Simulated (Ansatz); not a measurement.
# V(100) with 4 layers of random V-Mo, 2x2: scattering by chemical disorder, part 2 of 2

Aim: the residual resistivity of a random alloy, from V(100) with 4 layers of random V-Mo, 2x2 and longer regions.

Ansatz 0.2.0; Ansatz plane-wave DFT, PBE, PAW files; ballistic transport by layer matching (Landauer), zero bias; PAW set soft_1.

So far. Step 3 (With 8 alloy layers): Over the solved energies the transmission per spin lies between 7.40 and 7.93, out of 9.90 channels of the lead on average (up to 10.4).

## 4. With 12 alloy layers

In 12 layers a share of 0.125 of the sites is given to Mo at random. A fresh draw is used; the growth of the resistance with length is what counts.

System of this step: V(100) with 12 layers of random V-Mo, 2x2. The cell holds 88 atoms: 82 V and 6 Mo. Its edges and angles: a = 6.052 Å, b = 6.052 Å, c = 33.286 Å, α = 90.0°, β = 90.0°, γ = 90.0°. It derives from V. Regions: lead, 40 atoms (40 V); scattering region, 48 atoms (42 V and 6 Mo). The structure is stacked along c, and the current runs across the ab planes.

input.yaml

```yaml
crystal:
  lattice:
    - [6.052, 0.0, 0.0]
    - [0.0, 6.052, 0.0]
    - [0.0, 0.0, 33.286]
  atoms:
    - { symbol: V, position: [0.0, 0.0, 0.0227272727] }
    - { symbol: V, position: [0.0, 0.5, 0.0227272727] }
    - { symbol: V, position: [0.5, 0.0, 0.0227272727] }
    - { symbol: V, position: [0.5, 0.5, 0.0227272727] }
    - { symbol: V, position: [0.25, 0.25, 0.0681818182] }
    - { symbol: V, position: [0.25, 0.75, 0.0681818182] }
    - { symbol: V, position: [0.75, 0.25, 0.0681818182] }
    - { symbol: V, position: [0.75, 0.75, 0.0681818182] }
    - { symbol: V, position: [0.0, 0.0, 0.1136363636] }
    - { symbol: V, position: [0.0, 0.5, 0.1136363636] }
    - { symbol: V, position: [0.5, 0.0, 0.1136363636] }
    - { symbol: V, position: [0.5, 0.5, 0.1136363636] }
    - { symbol: V, position: [0.25, 0.25, 0.1590909091] }
    - { symbol: V, position: [0.25, 0.75, 0.1590909091] }
    - { symbol: V, position: [0.75, 0.25, 0.1590909091] }
    - { symbol: V, position: [0.75, 0.75, 0.1590909091] }
    - { symbol: V, position: [0.0, 0.0, 0.2045454545] }
    - { symbol: V, position: [0.0, 0.5, 0.2045454545] }
    - { symbol: V, position: [0.5, 0.0, 0.2045454545] }
    - { symbol: V, position: [0.5, 0.5, 0.2045454545] }
    - { symbol: V, position: [0.25, 0.25, 0.25] }
    - { symbol: V, position: [0.25, 0.75, 0.25] }
    - { symbol: V, position: [0.75, 0.25, 0.25] }
    - { symbol: V, position: [0.75, 0.75, 0.25] }
    - { symbol: V, position: [0.0, 0.0, 0.2954545455] }
    - { symbol: V, position: [0.0, 0.5, 0.2954545455] }
    - { symbol: V, position: [0.5, 0.0, 0.2954545455] }
    - { symbol: V, position: [0.5, 0.5, 0.2954545455] }
    - { symbol: V, position: [0.25, 0.25, 0.3409090909] }
    - { symbol: V, position: [0.25, 0.75, 0.3409090909] }
    - { symbol: V, position: [0.75, 0.25, 0.3409090909] }
    - { symbol: V, position: [0.75, 0.75, 0.3409090909] }
    - { symbol: V, position: [0.0, 0.0, 0.3863636364] }
    - { symbol: Mo, position: [0.0, 0.5, 0.3863636364] }
    - { symbol: V, position: [0.5, 0.0, 0.3863636364] }
    - { symbol: V, position: [0.5, 0.5, 0.3863636364] }
    - { symbol: V, position: [0.25, 0.25, 0.4318181818] }
    - { symbol: V, position: [0.25, 0.75, 0.4318181818] }
    - { symbol: V, position: [0.75, 0.25, 0.4318181818] }
    - { symbol: Mo, position: [0.75, 0.75, 0.4318181818] }
    - { symbol: V, position: [0.0, 0.0, 0.4772727273] }
    - { symbol: V, position: [0.0, 0.5, 0.4772727273] }
    - { symbol: Mo, position: [0.5, 0.0, 0.4772727273] }
    - { symbol: V, position: [0.5, 0.5, 0.4772727273] }
    - { symbol: V, position: [0.25, 0.25, 0.5227272727] }
    - { symbol: Mo, position: [0.25, 0.75, 0.5227272727] }
    - { symbol: V, position: [0.75, 0.25, 0.5227272727] }
    - { symbol: V, position: [0.75, 0.75, 0.5227272727] }
    - { symbol: V, position: [0.0, 0.0, 0.5681818182] }
    - { symbol: V, position: [0.0, 0.5, 0.5681818182] }
    - { symbol: Mo, position: [0.5, 0.0, 0.5681818182] }
    - { symbol: V, position: [0.5, 0.5, 0.5681818182] }
    - { symbol: V, position: [0.25, 0.25, 0.6136363636] }
    - { symbol: V, position: [0.25, 0.75, 0.6136363636] }
    - { symbol: V, position: [0.75, 0.25, 0.6136363636] }
    - { symbol: V, position: [0.75, 0.75, 0.6136363636] }
    - { symbol: V, position: [0.0, 0.0, 0.6590909091] }
    - { symbol: Mo, position: [0.0, 0.5, 0.6590909091] }
    - { symbol: V, position: [0.5, 0.0, 0.6590909091] }
    - { symbol: V, position: [0.5, 0.5, 0.6590909091] }
    - { symbol: V, position: [0.25, 0.25, 0.7045454545] }
    - { symbol: V, position: [0.25, 0.75, 0.7045454545] }
    - { symbol: V, position: [0.75, 0.25, 0.7045454545] }
    - { symbol: V, position: [0.75, 0.75, 0.7045454545] }
    - { symbol: V, position: [0.0, 0.0, 0.75] }
    - { symbol: V, position: [0.0, 0.5, 0.75] }
    - { symbol: V, position: [0.5, 0.0, 0.75] }
    - { symbol: V, position: [0.5, 0.5, 0.75] }
    - { symbol: V, position: [0.25, 0.25, 0.7954545455] }
    - { symbol: V, position: [0.25, 0.75, 0.7954545455] }
    - { symbol: V, position: [0.75, 0.25, 0.7954545455] }
    - { symbol: V, position: [0.75, 0.75, 0.7954545455] }
    - { symbol: V, position: [0.0, 0.0, 0.8409090909] }
    - { symbol: V, position: [0.0, 0.5, 0.8409090909] }
    - { symbol: V, position: [0.5, 0.0, 0.8409090909] }
    - { symbol: V, position: [0.5, 0.5, 0.8409090909] }
    - { symbol: V, position: [0.25, 0.25, 0.8863636364] }
    - { symbol: V, position: [0.25, 0.75, 0.8863636364] }
    - { symbol: V, position: [0.75, 0.25, 0.8863636364] }
    - { symbol: V, position: [0.75, 0.75, 0.8863636364] }
    - { symbol: V, position: [0.0, 0.0, 0.9318181818] }
    - { symbol: V, position: [0.0, 0.5, 0.9318181818] }
    - { symbol: V, position: [0.5, 0.0, 0.9318181818] }
    - { symbol: V, position: [0.5, 0.5, 0.9318181818] }
    - { symbol: V, position: [0.25, 0.25, 0.9772727273] }
    - { symbol: V, position: [0.25, 0.75, 0.9772727273] }
    - { symbol: V, position: [0.75, 0.25, 0.9772727273] }
    - { symbol: V, position: [0.75, 0.75, 0.9772727273] }
kpoints:
  mp_grid: { grid: [4, 4, 1] }
hamiltonian:
  xc: pbe
  pseudopotentials: { kind: paw, azcp: { folder: soft_1 } }
scf:
  occupations: { method: fermi_dirac, width: 0.1 }
output:
  transmission: { leads: [[0, 4]], kmesh: [8, 8], e_range: [-0.05, 0.05], de: 0.05 }
  write_potential: true
  write_density: true
  volumetric_format: npy
```

Run with:

```
ansatz run input.yaml --threads 4 --pin off --max-ram 15360MiB --backend cpu --events-out ev --progress --plain --runs-dir out
```

Numbers of over 12 decimals in the logs are rounded to 6 here.

The program printed:

```text
[...]
Crystal: 88 atoms, lattice volume = 1219.156 Å³
Basis set: ecut = 420 eV, 23843 PW (Γ)
Bands: 690, of which v1, the nominal top of the filled ones, is band 575 counted from 1 (574 counted from 0)
Symmetry: 1 space group operations
[...]
k-points: 10 of 16 (time reversal used)
[...]
SCF iter   1: F=—  HF=-268633.317640 eV  |F-HF|=—  |Δ(HF+E_count)|=         —  Δρ=1.18e-1  dr2=2.69e3  ethr=3.10e-3  ⟨swp⟩=6.7  Hψ=26896  notcnv=0
[...]
SCF iter  11: F=-268557.786913 eV  HF=-268557.786913 eV  |F-HF|=1.40e-8  |Δ(HF+E_count)|=   6.11e-9  Δρ=8.23e-7  dr2=1.61e-8  ethr=8.70e-12  ⟨swp⟩=14.5  Hψ=26314  notcnv=0
SCF 1 converged in 11 iterations: F = -268557.786913 eV  dr2 = 1.61e-8
[...]
transmission: 171 of 1666 steps passed
transmission: 336 of 1666 steps passed
[...]
transmission: 1666 of 1666 steps passed
SCF converged after 11 iterations
Free energy (F): -268557.786913 eV
[...]
Internal energy: -268553.042805 eV  (E = F + TS)
E sigma→0 (E₀):  -268555.414859 eV
Entropy (-TS):   -4.744109 eV (-53.910 meV/atom)
Fermi energy:    16.557479 eV
[...]
--- Band table (eV; the first three rows and the last of 10) ---
  k-point 0: bands = [... 571 lower, 16.9992, 17.0034, 17.0098, 17.0100, 17.0203, 17.0683, 17.0707, 17.0793, ... 111 higher]
  k-point 1: bands = [... 571 lower, 16.7710, 16.8020, 16.8076, 16.8157, 16.8232, 16.8273, 16.8394, 16.8503, ... 111 higher]
  k-point 2: bands = [... 571 lower, 16.4649, 16.4716, 16.4814, 16.5058, 16.5177, 16.5305, 16.5378, 16.5415, ... 111 higher]
  k-point 9: bands = [... 571 lower, 16.0693, 16.0755, 16.0811, 16.0909, 16.0951, 16.0996, 16.1028, 16.1072, ... 111 higher]
--- Transmission ---
  basis      : 325 plane waves across, 49 finite elements along
  points     : 34, standing for a mesh of 8 x 8
[...]
channels       : 1.004688e1 a spin
[...]
junction   : crystal 0 to crystal 0, 0.81 to 32.59 Å
    transmission   : 7.215091e0 a spin
[...]
```

It took 27 min on 4 threads of Arm Neoverse V2, shared host; peak memory 7.3 GiB.

Numbers from this step:

```yaml
free_energy: -268557.7869 eV
energy_at_zero_smearing: -268555.4149 eV
fermi_energy: 16.56 eV
transmission_per_spin_nearest_the_fermi_level: 7.215
step_of_the_lead_s_potential: 0.8 meV
```

Per spin. Transmission, zone mean against energy, zero at the Fermi level:

```tsv
energy (eV)	transmission, zone mean
-0.0500	7.44
0.0000	7.22
0.0500	6.79
```

Over the solved energies the transmission per spin lies between 6.79 and 7.44, out of 9.90 channels of the lead on average (up to 10.4).

## 5. The fit

This step: Ansatz plane-wave DFT, PBE, PAW files; ballistic transport by layer matching (Landauer), zero bias; residual resistivity from the slope of the area resistance, atoms on the host's lattice; PAW set soft_1 (Ansatz 0.2.0).

This step gave:

```yaml
resistivity: 8.711 µΩ cm
intercept: 0.02674 fΩ m²
scatter_about_the_fit: 0.001374 fΩ m²
```

Resistance, by row:

```tsv
run	length (Å)	T	channels N	RA (fΩ m²)
n4	6.052	8.565	9.984	0.07849
n8	12.1	7.73	9.901	0.1341
n12	18.16	7.148	9.901	0.1839
```

The area resistance by length of the alloy:

```tsv
length of the alloy (Å)	area resistance (fΩ m²)
6.05	0.0785
12.10	0.134
18.16	0.184
```

The area resistance goes from 0.078 to 0.18 fΩ m² between 6.1 and 18.2 Å, a slope of 8.7 µΩ cm.

By hand from the end points: (0.1839 − 0.07849) fΩ m² / (18.16 − 6.05) Å = 8.7 µΩ cm, since 1 fΩ m² per Å is 1000 µΩ cm.

## 6. Summary of results

- resistivity from the slope: 8.71 µΩ cm
- area resistance over 6.05 Å: 0.0785 fΩ m²
- area resistance over 12.1 Å: 0.134 fΩ m²
- area resistance over 18.2 Å: 0.184 fΩ m²

The slope gives 8.7 µΩ cm. The points scatter by 0.0014 fΩ m² about the line, with one random draw a length in a 2x2 cell, so the slope is a rough value. Read with a model of isotropic scattering on a spherical Fermi surface and the lead's 2.1×10¹⁵ S/m², this slope means a mean free path near 45 Å; over these lengths the model's slope is 1.10 times its bulk resistivity, which would be 7.9 µΩ cm. The draw over the shortest length came out nearly ordered, with 32 symmetry operations, so that point is a poor sample of a random alloy. The atoms sit on the host's lattice, so scattering by size misfit is left out.

[Logs are printed without paths, hosts, clocks, repeated set-up lines and the standing remarks that a program may print on its own settings, such as how far it seeks lower states.]

[Hosts, paths, dates, database ids (printed as entryN), source tags and the programs' standing remarks are cut or masked in the printed files.]
